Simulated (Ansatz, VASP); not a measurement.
KBr: VASP beside Ansatz

```
CELL_PARAMETERS angstrom
0.00000 3.30000 3.30000
3.30000 0.00000 3.30000
3.30000 3.30000 0.00000
ATOMIC_POSITIONS crystal
Br 0.50000 0.50000 0.50000
K 0.00000 0.00000 0.00000
```

Alike in both runs: task single point; functional PBEsol; k mesh 7 × 7 × 7; occupations fermi-dirac, width 0.05 eV; collinear spin.

|  | VASP | Ansatz |
| --- | --- | --- |
| version | VASP 6.6.1 | Ansatz 0.2.0 |
| potentials or method | VASP PAW PBE potentials, release 64 (Br, K_sv), cutoff 520 eV | all-electron LAPW, point nuclei |

|  | VASP | Ansatz | Ansatz less VASP |
| --- | --- | --- | --- |
| gap on the k mesh at the Fermi level (eV) | 4.28 | 4.28 | +0.003 |
| least direct gap on the mesh (eV) | 4.28 | 4.28 | +0.003 |
| pressure (GPa) | -0.3 | -0.3 | -0.05 |
| net moment per atom (μB) | 0.00 | 0.00 | 0.000 |

Ansatz ran all-electron here, so the differences hold the error of VASP's frozen core and of both bases.

Caveats: the PAW data sets were made with another functional, which shifts forces and pressure a little (VASP); the starting moments weren't kept (Ansatz).
